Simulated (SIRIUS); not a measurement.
Pd under changes of volume

One of the cells (15.858 Å³/atom); the others are scaled copies at fixed shape and fractional positions:

```xyz
1
Lattice="-1.5827 1.5827 1.5827 1.5827 -1.5827 1.5827 1.5827 1.5827 -1.5827" Properties=species:S:1:pos:R:3 pbc="T T T"
Pd    0.0000    0.0000    0.0000
```

This isn't the form of Pd at room conditions, which is fcc.

| Property | Result |
| --- | --- |
| Program | SIRIUS 7.10.0 |
| Functional | PBEsol |
| Potentials or basis | PseudoDojo 0.4.1 PBEsol standard (scalar relativistic) |
| Cutoff | 1127 eV |
| Density cutoff | 4507 eV |
| k mesh | 12 × 12 × 12 |
| Occupations | fermi-dirac, width 0.05 eV |
| Spin | no spin polarisation |

| volume (Å³/atom) | energy over the lowest point (meV/atom) | pressure (GPa) |
| --- | --- | --- |
| 14.614 | 0.00 | 0.6 |
| 14.925 | ? | ? |
| 15.236 | 13.55 | -7.0 |
| 15.858 | 52.94 | -12.8 |
| 16.169 | 80.29 | -15.1 |
| 16.480 | 111.83 | -17.1 |

Task: What does the run at 14.925 Å³/atom give?

Result: Energy over the lowest point 3.08 meV/atom; pressure -3.5 GPa.

Worked out: A Birch-Murnaghan fit of order 3 (a polynomial in V^(-2/3)) to the other rows has its minimum at 14.65 Å³/atom with B0 = V·E''(V) = 202 GPa and B' = 5.5. It gives 3.08 meV/atom at 14.925 Å³/atom, against the run's 3.08, and -dE/dV = -3.6 GPa, against -3.5.

Energies are extrapolated to zero smearing.

Caveats: this set's palladium file may shift the pressure by some GPa.
